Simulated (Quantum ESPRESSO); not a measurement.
The system is CdSe.

```
CELL_PARAMETERS angstrom
0.00000 3.07027 3.07027
3.07027 0.00000 3.07027
3.07027 3.07027 0.00000
ATOMIC_POSITIONS crystal
Cd 0.00000 0.00000 0.00000
Se 0.25000 0.25000 0.25000
```

Measurements of this composition are mostly on another form, of space group No. 186.

| Item | Value |
| --- | --- |
| Program | Quantum ESPRESSO 7.5 |
| Task | phonons |
| Functional | RPBE |
| Potentials or basis | GBRV 1.5 PBE |
| Cutoff | 612 eV |
| Density cutoff | 4898 eV |
| k mesh | 4 × 4 × 4, shifted |
| Occupations | fermi-dirac, width 0.05 eV |
| Spin | no spin polarisation |
| Mixing beta | 0.5 |
| Most SCF iterations | 120 |
| SCF threshold | 4e-10 Ry |

The cell and the atoms were relaxed first, to 31.12 Å³/atom (a = 4.448 Å, b = 4.448 Å, c = 4.448 Å, α = 60.00°, β = 60.00°, γ = 60.00°), and the response was taken there.

The first run showed a gap, so the response started from a second, tighter run with fixed occupations.

The run gives a transverse optical frequency of 144 cm⁻¹, an electronic dielectric constant of 7.56 and Born charges of ±2.38 e.

Problem. What are the longitudinal frequency and the static dielectric constant?

Solution. The longitudinal mode lies at 183 cm⁻¹, 39 cm⁻¹ over the transverse one, and the static constant is 12.19. The two agree with the Lyddane-Sachs-Teller relation: (183/144)² = 1.62 and 12.19/7.56 = 1.61.

Caveat: the mesh is thin for the dielectric tensor, Born charges and intensities, which usually come out too large; the potentials were made for another functional, which shifts forces and pressure.
